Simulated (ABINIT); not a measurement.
# Sb (I4/mcm) in ABINIT: band structure with r2SCAN

Aim: the band structure of Sb with r2SCAN.

All numbers are computed with ABINIT 10.8.3 (patched build); they aren't measurements. Logs are shortened: lines on timing, memory, paths and dates and some standing lists are left out, and cuts for length are marked. The log counts tension as positive stress, the text compression.

### Step 1. Starting point

It takes space group I4/mcm (No. 140, tetragonal). The conventional cell has a = 8.060 Å, b = 8.060 Å, c = 4.051 Å, α = 90.00°, β = 90.00°, γ = 90.00°. Sb (site symmetry m2m) is surrounded by 7 Sb at 3.03 to 3.45 Å.

This isn't the form of Sb at room conditions, which is rhombohedral.

### Step 2. Band structure, r2SCAN

File run.abi:

```
ndtset 2

pp_dirpath "./"
pseudos "Sb.GGA_PBE-JTH.xml"

acell 11.4300421639 11.4300421639 11.4300421639
rprim
    -0.6662806915     0.6662806915     0.3348732301
     0.6662806915    -0.6662806915     0.3348732301
     0.6662806915     0.6662806915    -0.3348732301
ntypat 1
znucl 51
natom 4
typat 1 1 1 1
xcart
     1.2191834838     5.2491941281     0.0000000000
     2.8108271605     1.2191834838     0.0000000000
     2.8108271605    -1.2191834838     2.0254867038
     1.2191834838     2.8108271605     2.0254867038 Angstrom

ecut 517.016339 eV
pawecutdg 38.0

ixc -497498
usekden 1
pawxcdev 0

occopt 3
tsmear 0.05 eV

nstep 100

iomode 3
prtwf 0
prteig 0
prtebands 0
prtden1 1
prtkden1 1

kptopt1 1
ngkpt1 5 5 5
nshiftk1 1
shiftk1 0.0 0.0 0.0
nband1 36
tolvrs1 1.0e-7

iscf2 -2
getden2 1
getkden2 1
nband2 42
nbdbuf2 4
tolwfr2 1.0e-11
kptopt2 -8
ndivsm2 5
prteig2 1
prtvol2 -3
kptbounds2
     0.0000000000     0.0000000000     0.0000000000
     0.0000000000     0.0000000000     0.5000000000
    -0.5000000000     0.5000000000     0.5000000000
     0.0000000000     0.0000000000     0.0000000000
     0.3131518991     0.3131518991    -0.3131518991
     0.2500000000     0.2500000000     0.2500000000
     0.0000000000     0.5000000000     0.0000000000
    -0.3131518991     0.6868481009     0.3131518991
    -0.5000000000     0.5000000000     0.5000000000
```

Potentials or basis: JTH PAW PBE v2.0.

Started as:

```sh
$ abinit run.abi > log 2>&1
```

run.abo:

```text
.Version 10.8.3 of ABINIT
 DATASET    1 : space group I4/m c m (#140); Bravais tI (body-center tetrag.)
================================================================================
 Values of the parameters that define the memory need for DATASET  1.
     intxc =       0    ionmov =       0      iscf =      17    lmnmax =      18
     lnmax =       6     mgfft =      48  mpssoang =       3    mqgrid =    3001
     natom =       4  nloc_mem =       2    nspden =       1   nspinor =       1
    nsppol =       1      nsym =      16    n1xccc =       1    ntypat =       1
    occopt =       3   xclevel =       2
       mpw =        3532          nfft =      110592          nkpt =          18
 PAW method is used; the additional fine FFT grid is defined by:
   mgfftf=        64    nfftf =    262144
================================================================================
================================================================================

 DATASET    2 : space group I4/m c m (#140); Bravais tI (body-center tetrag.)
================================================================================
 Values of the parameters that define the memory need for DATASET  2.
     intxc =       0    ionmov =       0      iscf =      -2    lmnmax =      18
     lnmax =       6     mgfft =      48  mpssoang =       3    mqgrid =    3001
     natom =       4  nloc_mem =       2    nspden =       1   nspinor =       1
    nsppol =       1      nsym =      16    n1xccc =       1    ntypat =       1
    occopt =       3   xclevel =       2
       mpw =        3536          nfft =      110592          nkpt =          63
 PAW method is used; the additional fine FFT grid is defined by:
   mgfftf=        64    nfftf =    262144
================================================================================
================================================================================

--------------------------------------------------------------------------------
------------- Echo of variables that govern the present computation ------------
--------------------------------------------------------------------------------
 -outvars: echo values of preprocessed input variables --------
            acell      1.1430042164E+01  1.1430042164E+01  1.1430042164E+01 Bohr
              amu      1.21753000E+02
             ecut      1.90000000E+01 Hartree
           getden1          0
           getden2          1
          getkden1          0
          getkden2          1
             iscf1         17
             iscf2         -2
              ixc     -497498
           jdtset        1    2
           kptopt1          1
           kptopt2         -8
         kptrlatt        5    0    0      0    5    0      0    0    5
          kptrlen1     3.82761514E+01
          kptrlen2     3.00000000E+01
            natom           4
            nband1         36
            nband2         42
           nbdbuf1          0
           nbdbuf2          4
           ndtset           2
           ndivsm1          0
           ndivsm2          5
            ngfft          48      48      48
          ngfftdg          64      64      64
             nkpt1         18
             nkpt2         63
            nstep         100
             nsym          16
           ntypat           1
           occopt           3
        pawecutdg      3.80000000E+01 Hartree
         pawxcdev           0
        prtebands           0
           prteig1          0
           prteig2          1
          prtkden           1
           prtvol1          0
           prtvol2         -3
            prtwf           0
            rprim     -6.6628069150E-01  6.6628069150E-01  3.3487323010E-01
                       6.6628069150E-01 -6.6628069150E-01  3.3487323010E-01
                       6.6628069150E-01  6.6628069150E-01 -3.3487323010E-01
           shiftk1     0.00000000E+00  0.00000000E+00  0.00000000E+00
           shiftk2     5.00000000E-01  5.00000000E-01  5.00000000E-01
          spgroup         140
           tolvrs1     1.00000000E-07
           tolvrs2     0.00000000E+00
           tolwfr1     0.00000000E+00
           tolwfr2     1.00000000E-11
           tsmear      1.83746611E-03 Hartree
            typat      1  1  1  1
          usekden           1
           useylm           1
           xangst      1.2191834845E+00  5.2491941260E+00  5.9408339095E-10
                       2.8108271598E+00  1.2191834845E+00  5.9408335639E-10
                       2.8108271598E+00 -1.2191834817E+00  2.0254867032E+00
                       1.2191834845E+00  2.8108271598E+00  2.0254867032E+00
            xcart      2.3039228830E+00  9.9195392798E+00  1.1226549048E-09
                       5.3116935193E+00  2.3039228830E+00  1.1226548395E-09
                       5.3116935193E+00 -2.3039228776E+00  3.8276151407E+00
[... 271 lines left out ...]
  3.55E-05  2.43E-06
 -8.9509E-01 -8.9509E-01 -8.9343E-01 -8.9323E-01 -8.9323E-01 -8.9295E-01
 -8.9204E-01 -8.9116E-01 -8.9108E-01 -8.9106E-01 -8.9106E-01 -8.9100E-01
 -8.8975E-01 -8.8974E-01 -8.8974E-01 -8.8933E-01 -8.8933E-01 -8.8902E-01
 -8.8890E-01 -8.8651E-01 -2.7187E-01 -1.4039E-01 -9.2637E-02 -9.2637E-02
[... 857 lines left out ...]
 Non-SCF case, kpt   63 ( -0.50000  0.50000  0.50000), residuals and eigenvalues=
  4.07E-12  5.88E-12  3.52E-12  4.54E-12  8.42E-12  4.55E-12  4.70E-12  3.98E-12
  6.58E-12  6.67E-12  8.17E-12  8.28E-12  3.91E-12  3.74E-12  5.47E-12  6.95E-12
  8.54E-12  8.82E-12  8.28E-12  3.79E-12  5.67E-12  3.46E-12  8.95E-12  2.39E-12
  2.30E-12  1.21E-12  2.28E-12  1.33E-12  1.55E-12  1.64E-12  2.37E-12  3.77E-12
  7.02E-12  9.17E-13  3.16E-12  4.18E-12  2.24E-12  1.74E-12  1.42E-12  2.74E-11
  7.21E-10  2.12E-09
 -8.9708E-01 -8.9405E-01 -8.9294E-01 -8.9275E-01 -8.9239E-01 -8.9237E-01
 -8.9204E-01 -8.9204E-01 -8.9203E-01 -8.9203E-01 -8.9080E-01 -8.9080E-01
 -8.9032E-01 -8.8998E-01 -8.8926E-01 -8.8926E-01 -8.8918E-01 -8.8804E-01
 -8.8766E-01 -8.8766E-01 -2.1396E-01 -1.9800E-01 -1.9800E-01  1.8193E-02
  4.2529E-02  9.4854E-02  1.5431E-01  1.5431E-01  2.1906E-01  2.3718E-01
  2.7778E-01  2.8373E-01  2.8373E-01  2.9244E-01  2.9244E-01  3.2702E-01
  3.6324E-01  4.1328E-01  4.2186E-01  4.6529E-01  4.6529E-01  4.7081E-01

Result for kinetic energy density :

--------------------------------------------------------------------------------
 Total kinetic energy density [Ha/Bohr^3]
)     Maximum=    1.2203E-01  at reduced coord.    0.2656    0.7656    0.1250
)     Minimum=    2.7206E-04  at reduced coord.    0.2500    0.2500    0.0000
   Integrated=    1.6353E+01
--------------------------------------------------------------------------------

--- !ResultsGS
iteration_state: {dtset: 2, }
comment   : Summary of ground state results
lattice_vectors:
- [ -7.6156164,   7.6156164,   3.8276151, ]
- [  7.6156164,  -7.6156164,   3.8276151, ]
- [  7.6156164,   7.6156164,  -3.8276151, ]
lattice_lengths: [  11.43004,   11.43004,   11.43004, ]
lattice_angles: [ 96.439,  96.439, 140.870, ] # degrees, (23, 13, 12)
lattice_volume:   8.8797017E+02
convergence: {deltae:  0.000E+00, res2:  0.000E+00, residm:  9.987E-12, diffor:  0.000E+00, }
etotal    :  -2.48938749E+02
entropy   :   0.00000000E+00
fermie    :   2.11039160E-01
cartesian_stress_tensor: null
pressure_GPa: null
xred      :
- [  6.5126E-01,   1.5126E-01,   8.0253E-01, Sb]
- [  1.5126E-01,   3.4874E-01,   5.0000E-01, Sb]
- [  3.4874E-01,   8.4874E-01,   1.9747E-01, Sb]
- [  8.4874E-01,   6.5126E-01,   5.0000E-01, Sb]
cartesian_forces: null
force_length_stats: {min: null, max: null, mean: null, }
...

 Integrated electronic density in atomic spheres:
 ------------------------------------------------
 Atom  Sphere_radius  Integrated_density
    1        2.40089         12.39079169
    2        2.40089         12.39079169
    3        2.40089         12.39079169
    4        2.40089         12.39079169

================================================================================

 ----iterations are completed or convergence reached----

 Mean square residual over all n,k,spin=   53.032E-13; max=  99.872E-13
 reduced coordinates (array xred) for    4 atoms
       0.651263060345      0.151263060345      0.802526120396
       0.151263060345      0.348736940302      0.500000000353
       0.348736940302      0.848736940302      0.197473880311
       0.848736940302      0.651263060345      0.500000000353

 cartesian coordinates (angstrom) at end:
    1      1.21918348451210     5.24919412596369     0.00000000059408
    2      2.81082715978790     1.21918348451210     0.00000000059408
    3      2.81082715978790    -1.21918348166369     2.02548670320592
    4      1.21918348451210     2.81082715978790     2.02548670320592
 length scales= 11.430042163900 11.430042163900 11.430042163900 bohr
              =  6.048517828693  6.048517828693  6.048517828693 angstroms
 Eigenvalues (hartree) for nkpt=  63  k points:
 kpt#   1, nband= 42, wtk=  1.00000, kpt=  0.0000  0.0000  0.0000 (reduced coord)
  -0.89509   -0.89509   -0.89343   -0.89323   -0.89323   -0.89295   -0.89204   -0.89116
  -0.89108   -0.89106   -0.89106   -0.89100   -0.88975   -0.88974   -0.88974   -0.88933
  -0.88933   -0.88902   -0.88890   -0.88651   -0.27187   -0.14039   -0.09264   -0.09264
   0.02283    0.14521    0.16708    0.16872    0.16872    0.17001    0.17001    0.20035
   0.31450    0.31450    0.33821    0.34482    0.43243    0.47072    0.48900    0.48900
   0.56493    0.58132
 kpt#   2, nband= 42, wtk=  1.00000, kpt=  0.0000  0.0000  0.0714 (reduced coord)
  -0.89513   -0.89510   -0.89341   -0.89331   -0.89322   -0.89287   -0.89207   -0.89128
  -0.89114   -0.89109   -0.89093   -0.89088   -0.88980   -0.88976   -0.88967   -0.88933
  -0.88931   -0.88898   -0.88892   -0.88653   -0.27116   -0.14433   -0.09239   -0.09073
   0.02619    0.13753    0.15579    0.16647    0.16995    0.17654    0.18306    0.20174
   0.31203    0.31438    0.34412    0.34698    0.42798    0.47219    0.47913    0.48914
   0.54418    0.58091
 kpt#   3, nband= 42, wtk=  1.00000, kpt=  0.0000  0.0000  0.1429 (reduced coord)
  -0.89521   -0.89512   -0.89343   -0.89335   -0.89319   -0.89271   -0.89216   -0.89144
  -0.89121   -0.89113   -0.89076   -0.89074   -0.88996   -0.88981   -0.88947   -0.88933
[... 410 lines left out ...]
 kpt#  62, nband= 42, wtk=  1.00000, kpt= -0.4733  0.5267  0.4733 (reduced coord)
  -0.89702   -0.89402   -0.89309   -0.89262   -0.89244   -0.89235   -0.89208   -0.89208
  -0.89197   -0.89197   -0.89085   -0.89085   -0.89025   -0.88994   -0.88929   -0.88929
  -0.88920   -0.88807   -0.88765   -0.88765   -0.21299   -0.19706   -0.19706    0.00888
   0.04362    0.10308    0.15535    0.15535    0.19958    0.25403    0.25906    0.25906
   0.27755    0.31496    0.31496    0.32458    0.35924    0.41850    0.42282    0.46848
   0.46848    0.48263
 kpt#  63, nband= 42, wtk=  1.00000, kpt= -0.5000  0.5000  0.5000 (reduced coord)
  -0.89708   -0.89405   -0.89294   -0.89275   -0.89239   -0.89237   -0.89204   -0.89204
  -0.89203   -0.89203   -0.89080   -0.89080   -0.89032   -0.88998   -0.88926   -0.88926
  -0.88918   -0.88804   -0.88766   -0.88766   -0.21396   -0.19800   -0.19800    0.01819
   0.04253    0.09485    0.15431    0.15431    0.21906    0.23718    0.27778    0.28373
   0.28373    0.29244    0.29244    0.32702    0.36324    0.41328    0.42186    0.46529
   0.46529    0.47081

== END DATASET(S) ==============================================================
================================================================================

 -outvars: echo values of variables after computation  --------
            acell      1.1430042164E+01  1.1430042164E+01  1.1430042164E+01 Bohr
           etotal1    -2.4893874925E+02
            fcart1    -8.8272753754E-04 -8.8272753754E-04 -9.4158810986E-22
                       8.8272753754E-04 -8.8272753754E-04  2.5574075955E-19
                       8.8272753754E-04  8.8272753754E-04 -2.0830091095E-20
                      -8.8272753754E-04  8.8272753754E-04 -2.3396908035E-19
            rprim     -6.6628069150E-01  6.6628069150E-01  3.3487323010E-01
                       6.6628069150E-01 -6.6628069150E-01  3.3487323010E-01
                       6.6628069150E-01  6.6628069150E-01 -3.3487323010E-01
           strten1    -2.7557608504E-05 -2.7557608504E-05 -4.0413324129E-06
                       0.0000000000E+00  0.0000000000E+00  0.0000000000E+00
           xangst      1.2191834845E+00  5.2491941260E+00  5.9408339095E-10
                       2.8108271598E+00  1.2191834845E+00  5.9408335639E-10
                       2.8108271598E+00 -1.2191834817E+00  2.0254867032E+00
                       1.2191834845E+00  2.8108271598E+00  2.0254867032E+00
             xred      6.5126306034E-01  1.5126306034E-01  8.0252612040E-01
                       1.5126306034E-01  3.4873694030E-01  5.0000000035E-01
                       3.4873694030E-01  8.4873694030E-01  1.9747388031E-01
                       8.4873694030E-01  6.5126306034E-01  5.0000000035E-01
 Calculation completed.
```

Run time: 18 min. Hardware: 1 thread of Arm Neoverse V1, shared host; peak memory 0.37 GiB.

Results:

| Quantity | Value |
| --- | --- |
| Free energy | -6773.9685 eV |
| Pressure | 0.6 GPa |
| Largest force | 0.064 eV/Å |
| Band gap on the k mesh | none (metal or under the smearing width) |
| Valence electrons inside the program's atomic spheres | Sb 12.39 (radii [1.2705] Å) |

Forces in eV/Å, atoms in the order of the input:
```
Sb  -0.045 -0.045  0.000
Sb   0.045 -0.045  0.000
Sb   0.045  0.045  0.000
Sb  -0.045  0.045  0.000
```

Levels at the corners of the path, in eV from the Fermi level:
```tsv
point	band 26	band 27	band 28	band 29	band 30	band 31	band 32	band 33	band 34	band 35
Γ	-1.79	-1.20	-1.15	-1.15	-1.12	-1.12	-0.29	2.82	2.82	3.46
X	-2.57	-2.55	-2.48	-1.15	0.18	0.30	2.04	2.19	3.00	3.34
M	-3.16	-1.54	-1.54	0.22	0.71	1.82	1.98	1.98	2.22	2.22
Γ	-1.79	-1.20	-1.15	-1.15	-1.12	-1.12	-0.29	2.82	2.82	3.46
Z	-3.15	-3.04	-3.04	-0.95	-0.24	-0.24	0.08	1.02	3.62	4.14
P	-4.11	-4.03	-4.03	-0.94	-0.94	0.05	0.05	2.98	2.98	3.26
N	-5.27	-2.39	-2.39	-1.22	-1.22	-0.54	-0.54	2.78	2.78	4.87
Z1	-3.15	-3.04	-3.04	-0.95	-0.24	-0.24	0.08	1.02	3.62	4.14
M	-3.16	-1.54	-1.54	0.22	0.71	1.82	1.98	1.98	2.22	2.22
```

Caveat: totals of a meta-GGA on PAW files have another zero than those of a GGA; the PAW data sets were made with another functional, which shifts forces and pressure a little; spin-orbit coupling is left out, which moves the levels of the heavy elements.

### Step 3. For comparison

An earlier run on the cell as given: functional PBE; potentials or basis JTH PAW PBE v2.0; cutoff 435 eV; k mesh 7 × 7 × 7; occupations fermi-dirac, width 0.05 eV; no spin polarisation.

* Pressure: 1.5 GPa
* Largest force: 0.004 eV/Å
* Band gap on the k mesh: none (metal or under the smearing width)
* Valence electrons inside the program's atomic spheres: Sb 12.40 (radii [1.2705] Å)
